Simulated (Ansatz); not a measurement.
Ge:

```
Ge
1.0
     1.48805   -2.59469    0.00000
     1.48805    2.59469    0.00000
     0.00000    0.00000    4.72760
Ge
2
Direct
  0.33345 0.66655 0.25000
  0.66655 0.33345 0.75000
```

This isn't the form of Ge at room conditions, which is diamond.

* Program: Ansatz 0.2.0
* Task: relaxation of cell and atoms
* Functional: HSE06
* Potentials or basis: Ansatz PAW
* Cutoff: 420 eV (not typed: the program's choice for these potentials)
* k mesh: 5 × 5 × 3
* Occupations: fermi-dirac, width 0.05 eV
* Spin: no spin polarisation

At the start: volume 18.25 Å³/atom.

How do energy, volume and symmetry change on relaxing?

It ends after 25 steps and the volume is 18.59 Å³/atom (+1.9 %); space group Cmmm (No. 65, to 0.05 Å).

Step by step:
| step | energy change (eV) | largest force (eV/Å) | volume (Å³) |
| --- | --- | --- | --- |
| 1 | 0.0000 | 0.0009 | 36.51 |
| 2 | -0.0216 | 0.0049 | 37.75 |
| 3 | -0.0317 | 0.0042 | 37.48 |
| 4 | -0.0320 | 0.0028 | 37.47 |
| 5 | -0.0320 | 0.0024 | 37.47 |
| 6 | -0.0320 | 0.0026 | 37.48 |
| 7 | -0.0320 | 0.0043 | 37.48 |
| 8 | -0.0321 | 0.0120 | 37.47 |
| 9 | -0.0323 | 0.0303 | 37.47 |
| 10 | -0.0351 | 0.1439 | 37.50 |
| 11 | -0.0562 | 0.1250 | 37.67 |
| 12 | -0.0690 | 0.0546 | 37.96 |
| 13 | -0.1065 | 0.0742 | 38.11 |
| 14 | -0.1814 | 0.2016 | 37.91 |
| 15 | -0.2839 | 0.1010 | 37.28 |
| 16 | -0.3860 | 0.0140 | 36.71 |
| 17 | -0.3910 | 0.1199 | 36.66 |
| 18 | -0.3941 | 0.0691 | 38.47 |
| 19 | -0.4384 | 0.0741 | 37.37 |
| 20 | -0.4447 | 0.0086 | 37.22 |
| 21 | -0.4465 | 0.0043 | 37.21 |
| 22 | -0.4466 | 0.0006 | 37.15 |
| 23 | -0.4481 | 0.0006 | 37.15 |
| 24 | -0.4481 | 0.0001 | 37.19 |
| 25 | -0.4481 | 0.0001 | 37.19 |

Final structure:
```
CELL_PARAMETERS angstrom
1.32806 -2.67023 0.00000
1.32806 2.67023 0.00000
0.00000 0.00000 5.24298
ATOMIC_POSITIONS crystal
Ge 0.50001 0.49999 0.25000
Ge 0.49999 0.50001 0.75000
```

Caveat: the k mesh is coarse (spacing up to 0.49 Å⁻¹), so the values aren't converged, least of all with exact exchange; the plane-wave basis is chosen anew once the cell has moved, so the energies of steps on either side of that aren't comparable; the PAW data sets come from PBE, with cores solved anew for the run's functional, which leaves a small shift of forces and pressure.
